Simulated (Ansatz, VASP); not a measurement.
# Two plane-wave programs on Tl

```xyz
1
Lattice="0.0000 2.4202 2.4202 2.4202 0.0000 2.4202 2.4202 2.4202 0.0000" Properties=species:S:1:pos:R:3 pbc="T T T"
Tl    0.0000    0.0000    0.0000
```

Alike in both runs: task relaxation of cell and atoms; functional PBEsol; k mesh 16 × 16 × 16; occupations gaussian, width 0.1 eV; no spin polarisation.

|  | VASP | Ansatz |
| --- | --- | --- |
| version | VASP 6.6.1 | Ansatz 0.2.0 |
| potentials or method | VASP PAW PBE potentials, release 64 (Tl_d) | scalar-relativistic, plane waves, PAW |
| plane-wave cutoff (eV) | 600 | 420 |
| valence electrons in the cell | 13 | 13 |

```tsv
	VASP	Ansatz	Ansatz less VASP
gap on the k mesh at the Fermi level, each at its own relaxed structure (eV)	none	none	-
relaxed volume (Å³/atom)	28.29	28.35	+0.067
relaxed cell length with the largest relative difference (Å)	3.420	3.423	+0.0027
```

A gap of «none» marks a metal or a gap that the smearing closes.

Caveats: the PAW data sets were made with another functional, which shifts forces and pressure a little (VASP). Spin-orbit coupling is left out, which matters for the levels of Tl.
